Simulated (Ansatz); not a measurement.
Runs of Ansatz 0.2.0 on CuO. The typed cell holds 4 atoms: a = 2.993 Å, b = 2.993 Å, c = 5.184 Å, α = 73.22°, β = 73.22°, γ = 60.00°. The cell comes from a database or a generator and needn't be the stable form of this composition.

```tsv
level	U	hubbard projectors	double counting	gap on the mesh (eV)	pressure (GPa)	largest force (eV/Å)
PBE+U	Cu d U = 8 eV	ortho-atomic (the default)	fll (the default)	none	10.7	1.41
PBE+U	Cu d U = 6 eV	ortho-atomic (the default)	fll (the default)	none	8.9	1.37
PBE+U	Cu d U = 2 eV	ortho-atomic (the default)	fll (the default)	none	(a)	1.26
PBE	-	-	-	none	5.6	1.20
PBE+U	Cu d U = 3 eV	ortho-atomic (the default)	fll (the default)	none	6.9	1.29
PBE+U	Cu d U = 5 eV	ortho-atomic (the default)	fll (the default)	none	8.2	1.34
PBE+U	Cu d U = 4 eV	ortho-atomic (the default)	fll (the default)	none	7.5	1.32
PBE+U	Cu d U = 1 eV	ortho-atomic (the default)	fll (the default)	none	(b)	1.23
```

Alike in all rows: task projected density of states; potentials or basis Ansatz PAW; no spin polarisation; cell all O atoms moved 0.2 Å in one direction; k mesh 10 × 10 × 6; cutoff (eV) 420; smearing fermi-dirac 0.05 eV.

Fill in the values left out.

(a) 6.4; (b) 6.0.

Caveats: the run has no spin polarisation, though such a crystal can be magnetic; forces of over 1 eV/Å show positions far from the minimum, so gaps and moduli don't describe the material at rest; U without spin polarisation on a metal has little footing (some runs); semilocal functionals often make such compounds metallic where correlation or magnetic order opens a gap, which also shifts bond lengths (some runs).

A gap of «none» marks a metal or a gap under the smearing width.
